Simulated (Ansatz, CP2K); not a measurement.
Given: the input of a run of Ansatz 0.2.0 on Mg (Magnesium). 

The input input.yaml:

```yaml
crystal:
  lattice:
    - [3.2093, 0.0, 0.0]
    - [-1.60465, 2.7793353284, 0.0]
    - [0.0, 0.0, 5.2103]
  atoms:
    - { symbol: Mg, position: [0.6666666667, 0.3333333333, 0.75] }
    - { symbol: Mg, position: [0.3333333333, 0.6666666667, 0.25] }
kpoints:
  mp_grid: { grid: [10, 10, 5] }
scf:
  occupations: { method: fermi_dirac, width: 0.05 }
hamiltonian:
  xc: pbe
  pseudopotentials: { kind: all_electron, lapw: { basis_error: 0.001 } }
output:
  forces: true
  stress: true
relax:
  f_tol: 0.01
  max_steps: 60
  cell: {}
```

Potentials or basis: all-electron LAPW, scalar-relativistic.

Run with:

```sh
$ ansatz run input.yaml --threads 1 --pin off --max-ram 3072MiB --backend cpu --events-out ev --progress --plain --runs-dir out
```

Problem. Translate it to CP2K 2026.2. Potentials or basis there: POTENTIAL_UZH Mg GTH-PBE-q10; TZVP-MOLOPT-PBE-GTH basis.

Solution. As run (cutoffs and basis follow the program's own potentials, and thresholds, step limits or extra output files can differ):

Contents of mg_vcrelax.inp:

```
&GLOBAL
  PROJECT mg_vcrelax
  RUN_TYPE CELL_OPT
  PRINT_LEVEL LOW
&END GLOBAL
&FORCE_EVAL
  METHOD QS
  STRESS_TENSOR ANALYTICAL
  &DFT
    BASIS_SET_FILE_NAME BASIS_MOLOPT_UZH
    POTENTIAL_FILE_NAME POTENTIAL_UZH
    &MGRID
      CUTOFF 1400
      REL_CUTOFF 60
      NGRIDS 4
    &END MGRID
    &QS
      METHOD GPW
      EPS_DEFAULT 1.0E-10
      EXTRAPOLATION USE_PREV_P
    &END QS
    &KPOINTS
      SCHEME MONKHORST-PACK 10 10 5
      GAMMA_CENTERED T
    &END KPOINTS
    &SCF
      SCF_GUESS ATOMIC
      EPS_SCF 1.0E-6
      MAX_SCF 100
      ADDED_MOS 10
      CHOLESKY OFF
      EPS_EIGVAL 1.0E-7
      &DIAGONALIZATION ON
        ALGORITHM STANDARD
      &END DIAGONALIZATION
      &MIXING ON
        METHOD BROYDEN_MIXING
        ALPHA 0.4
        BETA 1.5
        NBUFFER 8
      &END MIXING
      &SMEAR ON
        METHOD FERMI_DIRAC
        ELECTRONIC_TEMPERATURE 580.23
      &END SMEAR
    &END SCF
    &XC
      &XC_FUNCTIONAL
        &GGA_X_PBE
        &END GGA_X_PBE
        &GGA_C_PBE
        &END GGA_C_PBE
      &END XC_FUNCTIONAL
    &END XC
    &PRINT
      &KPOINTS ON
      &END KPOINTS
      &MULLIKEN ON
        &EACH
          CELL_OPT 0
        &END EACH
        ADD_LAST NUMERIC
      &END MULLIKEN
      &MO ON
        ENERGIES T
        OCCUPATION_NUMBERS T
        &EACH
          QS_SCF 0
          CELL_OPT 0
        &END EACH
        ADD_LAST NUMERIC
      &END MO
    &END PRINT
  &END DFT
  &SUBSYS
    &CELL
      A 3.2093000000 0.0000000000 0.0000000000
      B -1.6046500000 2.7793353284 0.0000000000
      C 0.0000000000 0.0000000000 5.2103000000
      PERIODIC XYZ
    &END CELL
    &COORD
      SCALED
      Mg  0.6666666667 0.3333333333 0.7500000000
      Mg  0.3333333333 0.6666666667 0.2500000000
    &END COORD
    &KIND Mg
      BASIS_SET TZVP-MOLOPT-PBE-GTH-q10
      POTENTIAL GTH-PBE-q10
    &END KIND
    &PRINT
      &ATOMIC_COORDINATES ON
      &END ATOMIC_COORDINATES
      &CELL ON
      &END CELL
      &SYMMETRY ON
      &END SYMMETRY
    &END PRINT
  &END SUBSYS
  &PRINT
    &FORCES ON
    &END FORCES
    &STRESS_TENSOR ON
    &END STRESS_TENSOR
  &END PRINT
&END FORCE_EVAL
&MOTION
  &CELL_OPT
    OPTIMIZER BFGS
    MAX_ITER 40
    MAX_FORCE [eV*angstrom^-1] 0.03
    RMS_FORCE [eV*angstrom^-1] 0.03
    MAX_DR 1.0E-2
    RMS_DR 1.0E-2
    EXTERNAL_PRESSURE [bar] 0.0
    PRESSURE_TOLERANCE [bar] 500
    KEEP_SPACE_GROUP T
  &END CELL_OPT
  &PRINT
    &TRAJECTORY ON
    &END TRAJECTORY
    &CELL ON
    &END CELL
    &FORCES ON
    &END FORCES
    &STRESS ON
    &END STRESS
    &RESTART OFF
    &END RESTART
    &RESTART_HISTORY OFF
    &END RESTART_HISTORY
  &END PRINT
&END MOTION
```

Potentials or basis: POTENTIAL_UZH Mg GTH-PBE-q10; TZVP-MOLOPT-PBE-GTH basis.

Run with:

```console
$ OMP_NUM_THREADS=1 cp2k.psmp -i mg_vcrelax.inp -o mg_vcrelax.out
```

Both were run:

|  | Ansatz | CP2K |
| --- | --- | --- |
| Relaxed volume | 23.01 Å³/atom | 23.66 Å³/atom |
| Relaxed cell | a = 3.168 Å, b = 3.168 Å, c = 5.297 Å, α = 90.00°, β = 90.00°, γ = 120.00° | a = 3.189 Å, b = 3.189 Å, c = 5.383 Å, α = 90.00°, β = 90.00°, γ = 120.21° |
| Space group after relaxing | P6_3/mmc (No. 194) | Cmcm (No. 63) |
| Pressure after relaxing | 0.0 GPa | 0.0 GPa |

Where Ansatz's input types no cutoff or centring, it takes its own default and a Γ-centred mesh.

Pressure is positive in compression.
